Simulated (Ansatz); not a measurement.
Bi2Te3 (Tellurobismuthite):

```
Bi Te
1.0
     2.19300    1.26613   10.16567
    -2.19300    1.26613   10.16567
     0.00000   -2.53226   10.16567
Bi Te
2 3
Direct
  0.60000 0.60000 0.60000
  0.40000 0.40000 0.40000
  0.79050 0.79050 0.79050
  0.20950 0.20950 0.20950
  0.00000 0.00000 0.00000
```

* Program: Ansatz 0.2.0
* Task: relaxation of cell and atoms
* Functional: PBE
* Potentials or basis: Ansatz PAW
* Cutoff: 420 eV (not typed: the program's choice for these potentials)
* k mesh: 7 × 7 × 7
* Occupations: fermi-dirac, width 0.05 eV
* Spin: no spin polarisation

At the start: volume 33.87 Å³/atom.

How do energy, volume and symmetry change on relaxing?

It ends after 8 steps and the volume is 36.50 Å³/atom (+7.8 %); space group R-3m (No. 166, to 0.05 Å).

The path:
```csv
step,energy change (eV),largest force (eV/Å),volume (Å³)
1,0.0000,0.0420,169.36
2,-0.0387,0.2000,180.61
3,-0.0553,0.0414,178.70
4,-0.0600,0.0641,179.71
5,-0.0635,0.0054,181.25
6,-0.0638,0.0011,182.21
7,-0.0637,0.0006,182.50
8,-0.0657,0.0005,182.50
```

Final structure:
```xyz
5
Lattice="2.2242 1.2842 10.6490 -2.2242 1.2842 10.6490 0.0000 -2.5683 10.6490" Properties=species:S:1:pos:R:3 pbc="T T T"
Bi    0.0000    0.0000   19.2449
Bi    0.0000    0.0000   12.7020
Te    0.0000    0.0000   25.0717
Te    0.0000    0.0000    6.8752
Te    0.0000    0.0000    0.0000
```

Caveat: the plane-wave basis is chosen anew once the cell has moved, so the energies of steps on either side of that aren't comparable.
